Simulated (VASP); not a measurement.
Data:

```
InN
1.0
    1.77077    -3.06707     0.00000
    1.77077     3.06707     0.00000
    0.00000     0.00000     5.71272
In N
2 2
Direct
  0.66667   0.33333   0.49987
  0.33333   0.66667   0.99987
  0.66667   0.33333   0.87913
  0.33333   0.66667   0.37913
```

These are SCAN meta-GGA, VASP's PBE PAW potentials (set 64) (plane waves; VASP) values and carry that method's errors. Numerical set-up: 520 eV cut-off, 11×11×6 Γ-centred mesh, tetrahedra with Blöchl corrections, potentials In_d N.

Unless said otherwise, spin-orbit coupling is left out, though it shifts the bands of the heavy elements here.

Q: Tabulate the total density of states (states/eV per cell) against energy (eV; zero at the valence-band maximum or, without a gap, the Fermi level).

A: 
| E (eV) | DOS (states/eV) |
|---|---|
| -9.97 | 0.00 |
| -9.85 | 0.00 |
| -9.61 | 0.00 |
| -9.49 | 0.00 |
| -9.25 | 0.00 |
| -9.13 | 0.00 |
| -8.89 | 0.00 |
| -8.77 | 0.00 |
| -8.65 | 0.00 |
| -8.41 | 0.00 |
| -8.29 | 0.00 |
| -8.05 | 0.00 |
| -7.93 | 0.00 |
| -7.81 | 0.00 |
| -7.57 | 0.00 |
| -7.45 | 0.00 |
| -7.21 | 0.00 |
| -7.09 | 0.00 |
| -6.85 | 0.00 |
| -6.73 | 0.00 |
| -6.61 | 0.00 |
| -6.37 | 0.00 |
| -6.25 | 0.00 |
| -6.01 | 0.00 |
| -5.89 | 0.00 |
| -5.77 | 0.04 |
| -5.53 | 0.99 |
| -5.41 | 1.85 |
| -5.17 | 3.69 |
| -5.05 | 4.12 |
| -4.81 | 1.89 |
| -4.69 | 2.07 |
| -4.57 | 2.12 |
| -4.33 | 1.17 |
| -4.21 | 0.98 |
| -3.97 | 0.90 |
| -3.85 | 0.88 |
| -3.73 | 0.88 |
| -3.49 | 1.50 |
| -3.37 | 1.84 |
| -3.13 | 1.44 |
| -3.01 | 1.49 |
| -2.77 | 2.00 |
| -2.65 | 2.29 |
| -2.53 | 2.45 |
| -2.29 | 2.44 |
| -2.17 | 2.49 |
| -1.93 | 2.74 |
| -1.81 | 2.96 |
| -1.69 | 2.93 |
| -1.45 | 4.53 |
| -1.33 | 4.82 |
| -1.09 | 3.70 |
| -0.97 | 3.11 |
| -0.73 | 2.03 |
| -0.61 | 1.67 |
| -0.49 | 1.48 |
| -0.25 | 0.89 |
| -0.13 | 0.51 |
| 0.11 | 0.00 |
| 0.23 | 0.00 |
| 0.35 | 0.00 |
| 0.59 | 0.01 |
| 0.71 | 0.01 |
| 0.95 | 0.02 |
| 1.07 | 0.04 |
| 1.31 | 0.06 |
| 1.43 | 0.08 |
| 1.55 | 0.09 |
| 1.79 | 0.13 |
| 1.91 | 0.15 |
| 2.15 | 0.19 |
| 2.27 | 0.22 |
| 2.39 | 0.25 |
| 2.63 | 0.32 |
| 2.75 | 0.36 |
| 2.99 | 0.47 |
| 3.11 | 0.54 |
| 3.35 | 0.77 |
| 3.47 | 0.96 |
Within 2 eV below the valence-band maximum the largest weight inside VASP's projection spheres is N p, then In p.

The compound is InN in the wurtzite structure. It was relaxed first.
